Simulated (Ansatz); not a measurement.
CH4N2O, SMILES `NC(N)=O`: measurement beside calculation (Ansatz, PBE0-D4/def2-TZVP geometry).

Z-matrix (Å, degrees):
```
N
C 1 1.376
H 1 1.006 2 113.4
H 1 1.006 2 118.4 3 139.5
N 2 1.376 1 114.1 3 -167.5
O 2 1.211 1 123.0 3 12.5
H 5 1.006 2 113.4 1 -167.5
H 5 1.006 2 118.4 1 -28.0
```

Measured: 11233.3213 ± 0.001 MHz (A, ground vibrational state, main isotopologue, microwave and millimetre-wave rotational spectroscopy); 10369.3727 ± 0.0011 MHz (B, ground vibrational state, main isotopologue, microwave and millimetre-wave rotational spectroscopy); 5416.632 ± 0.0009 MHz (C, ground vibrational state, main isotopologue, microwave and millimetre-wave rotational spectroscopy). Source: Observational Results of a Multi-Telescope Campaign in Search of Interstellar Urea [(NH$_2$)$_2$CO], 2014 (arxiv:1401.4483).

```csv
constant,measured (MHz),computed (MHz),error (%)
A,11233,11300,0.6
B,10369,10468,0.9
C,5417,5477,1.1
```

Computed constants are equilibrium values for the main isotopes; measured ground-state ones include zero-point motion, which usually lowers them by up to about 1 %.
